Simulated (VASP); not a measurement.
Here is a VASP 6.6.1 calculation.

Contents of INCAR:

```
SYSTEM = AgCl
ALGO = Fast
EDIFF = 1E-6
ENCUT = 520
GGA = PS
ISIF = 2
ISMEAR = 0
LASPH = .True.
LCHARG = .True.
LELF = .True.
LREAL = .False.
LVHAR = .True.
LWAVE = .False.
NBANDS = 16
NELM = 100
PREC = Accurate
SIGMA = 0.01
```

KPOINTS

```
k-points
0
Gamma
  5 5 5
  0 0 0
```

File POSCAR:

```
AgCl
1.0
    3.4339730000      0.0000000000      0.0000000000
    0.0000000000      3.4339730000      0.0000000000
    0.0000000000      0.0000000000      3.4339730000
Ag Cl
1 1
Direct
    0.0000000000      0.0000000000      0.0000000000
    0.5000000000      0.5000000000      0.5000000000
```

Potentials or basis: VASP PAW PBE potentials, release 64 (Ag, Cl).

The run is started by

```sh
$ cat potpaw_PBE.64/Ag/POTCAR potpaw_PBE.64/Cl/POTCAR > POTCAR
$ mpirun -np 1 vasp_std > vasp.out
```

Question: Predict the band gap on the k mesh.

Answer: 0.51 eV, indirect (least direct gap 1.93 eV).

Question: Estimate the pressure.

Answer: -4.6 GPa.

Caveat: the PAW data sets were made with another functional, which shifts forces and pressure a little; an odd mesh through Γ misses points on the zone boundary, where band edges often lie.
